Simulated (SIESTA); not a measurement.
Crystal: GaN.

```xyz
8
Lattice="3.2115 0.0000 0.0000 -1.6058 2.7813 0.0000 0.0000 0.0000 10.3568" Properties=species:S:1:pos:R:3 pbc="T T T"
Ga    0.0000    0.0000    8.1391
Ga    1.6058    0.9271    0.3868
Ga    0.0000    1.8542    5.5652
Ga    0.0000    0.0000    2.9607
N     0.0000    0.0000    0.9636
N     1.6058    0.9271    3.5601
N     0.0000    0.0000    6.1420
N     0.0000    1.8542    8.7385
```

The cell is a database's computed one.

Base run:

- Program: SIESTA 5.4.2
- Functional: RPBE
- Potentials or basis: PseudoDojo 0.4 standard (PBE files)
- Basis: DZP (energy shift 0.002 Ry; radii capped at 9.5 bohr)
- Grid cutoff: 800 Ry
- Energy shift: 0.002 Ry
- k mesh: 10 × 10 × 3
- Occupations: fermi-dirac, width 0.05 eV
- Spin: no spin polarisation

Its results: band gap on the k mesh 0.86 eV, direct; pressure 7.0 GPa; largest force 0.708 eV/Å.

Task: The run is repeated on the same cell with these changes: functional from RPBE to PBE; basis from DZP (energy shift 0.002 Ry; radii capped at 9.5 bohr) to TZP (energy shift 0.002 Ry; radii capped at 9.5 bohr). What comes out?

Result: Band gap on the k mesh 0.79 eV, direct; pressure 2.8 GPa; largest force 0.564 eV/Å.

Several settings changed at once, so the effect can't be laid on one alone.

Caveats: semicore shells carry a single zeta, which can move pressures by several GPa and volumes by a few percent; the basis of atomic orbitals isn't converged, which shifts pressures, moduli and gaps; the potentials were made for another functional, which shifts forces and pressure (some runs).
